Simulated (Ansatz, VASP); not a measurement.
## Two plane-wave programs on PtS2

File INCAR:

```
PREC     = Accurate       # precision mode
ENCUT    = 600            # plane-wave cutoff, eV
EDIFF    = 1E-7           # SCF threshold, eV
ISMEAR   = -1             # smearing method
SIGMA    = 0.05           # smearing width, eV
LREAL    = False          # projectors in reciprocal space
LASPH    = True           # aspherical terms in the spheres
NELM     = 60             # most SCF steps
ALGO     = Normal         # electronic algorithm
ISIF     = 3              # what is computed and relaxed
LWAVE    = False          # write WAVECAR
LCHARG   = False          # write CHGCAR
GGA      = B5             # functional
ALDAX    = 1.0          
AGGAX    = 1.0          
AGGAC    = 1.0          
ALDAC    = 0.0          
IBRION   = 2              # ionic algorithm
NSW      = 60             # ionic steps
EDIFFG   = -0.01          # ionic threshold
```

The input KPOINTS:

```
Automatic mesh
0
Gamma
  9 9 5
```

File POSCAR:

```
PtS2
1.0
    3.5432000000      0.0000000000      0.0000000000
   -1.7716000000      3.0685012107      0.0000000000
    0.0000000000      0.0000000000      5.0388000000
Pt S
1 2
Direct
    0.0000000000      0.0000000000      0.0000000000
    0.6666666667      0.3333333333      0.7730000000
    0.3333333333      0.6666666667      0.2270000000
```

input.yaml

```yaml
crystal:
  lattice:
    - [3.5432, 0.0, 0.0]
    - [-1.7716, 3.0685012107, 0.0]
    - [0.0, 0.0, 5.0388]
  atoms:
    - { symbol: Pt, position: [0.0, 0.0, 0.0] }
    - { symbol: S, position: [0.6666666667, 0.3333333333, 0.773] }
    - { symbol: S, position: [0.3333333333, 0.6666666667, 0.227] }
hamiltonian:
  xc: blyp
  pseudopotentials: { kind: paw }
kpoints:
  mp_grid: { grid: [9, 9, 5] }
scf:
  occupations: { method: fermi_dirac, width: 0.05 }
output:
  forces: true
  stress: true
  write_density: true
  write_potential: true
  elf: true
  volumetric_format: npy
relax:
  f_tol: 0.01
  max_steps: 40
  cell: { stress_tol: 0.05 }
```

Alike in both runs: task relaxation of cell and atoms; functional BLYP; k mesh 9 × 9 × 5; occupations fermi-dirac, width 0.05 eV; no spin polarisation.

|  | VASP | Ansatz |
| --- | --- | --- |
| version | VASP 6.6.1 | Ansatz 0.2.0 |
| potentials or method | VASP PAW PBE potentials, release 64 (Pt, S) | Ansatz PAW |
| plane-wave cutoff (eV) | 600 | 420 |
| valence electrons in the cell | 22 | 30 |

|  | VASP | Ansatz | Ansatz less VASP |
| --- | --- | --- | --- |
| gap on the k mesh at the Fermi level, each at its own relaxed structure (eV) | 1.58 | 1.69 | +0.113 |
| relaxed volume (Å³/atom) | 26.75 | 32.94 | +6.182 |
| relaxed cell length with the largest relative difference (Å) | 6.985 | 8.606 | +1.6216 |
| energy change over the relaxation (meV/atom) | -173 | -179 | -5.8 |

One of these differences is far larger than is usual between the two programs; its cause wasn't traced. The two sets of potentials don't hold the same shells in valence.

Caveats: the volume moved by over 15 % at a fixed basis, so the end points are rough; spin-orbit coupling is left out, which moves the levels of the heavy elements; the PAW data sets were made with another functional, which shifts forces and pressure a little (VASP); an odd mesh through Γ misses points on the zone boundary, where band edges often lie (VASP); this functional lacks dispersion, which binds the layers, so the pressure and a relaxed spacing across them are unreliable, and here the layers came unbound (VASP); the volume moved by +47 % from the deposited cell, more than functionals usually miss (VASP); odd divisions of the mesh miss points on the zone boundary, where band edges often lie, so the gap on the mesh can be too wide (Ansatz). Zero-point motion and thermal expansion aren't in these numbers.
